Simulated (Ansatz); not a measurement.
Relaxed-ion elastic tensor of GeTe in space group R3m (No. 160; Ge on 3a, Te on 3a) in GPa (Voigt order), PBEsol (plane waves, PAW; program Ansatz); density 6.34 g/cm³, 26.24 Å³ per atom.

```
  106   20.2   26.9  -21.9    0.0    0.0
 20.2    106   26.9   21.9    0.0    0.0
 26.9   26.9   58.2    0.0    0.0    0.0
-21.9   21.9    0.0   39.7    0.0    0.0
  0.0    0.0    0.0    0.0   39.7  -21.9
  0.0    0.0    0.0    0.0  -21.9   42.8
```

Task: Is the crystal mechanically stable?

Result: Yes: the smallest eigenvalue of C is 19.3 GPa.

Task: Work out the Voigt, Reuss and Hill averages.

Result: K_V = 46.4, K_R = 43.7, K_H = 45.0; G_V = 37.5, G_R = 27.4, G_H = 32.5 GPa.

Task: Give Young's modulus, Poisson's ratio, Pugh's ratio and the universal anisotropy index.

Result: E = 9KG/(3K + G) = 78.5 GPa; ν = 0.21; K/G = 1.39 (brittle by the Pugh limit of 1.75); A_U = 5G_V/G_R + K_V/K_R − 6 = 1.90.

Task: Estimate the sound speeds and the Debye temperature.

Result: v_l = √((K + 4G/3)/ρ) = 3730 m/s, v_t = √(G/ρ) = 2260 m/s, mean 2500 m/s; Θ = (h/k)(3n/4πV)^(1/3) v_m = 251 K.

Task: Solve the Christoffel equation for the three sound speeds along x, y, z.

Result: Eigenvalues of C_ijkl n_j n_l equal ρv² (piezoelectric stiffening left out). In km/s, slowest first: x 1.75, 3.16, 4.09; y 2.29, 2.60, 4.21; z 2.50, 2.50, 3.03.

Task: How much does each axis shrink under pressure?

Result: Linear compressibilities β_i = Σ_j S_ij (j = 1 to 3): x 5.3, y 5.3, z 12 per TPa.

The cell was relaxed with PBEsol under the symmetry of its start. Scalar-relativistic: spin–orbit coupling is off unless named, which matters more the heavier the elements.

Potentials: the later of the program's two PAW sets.
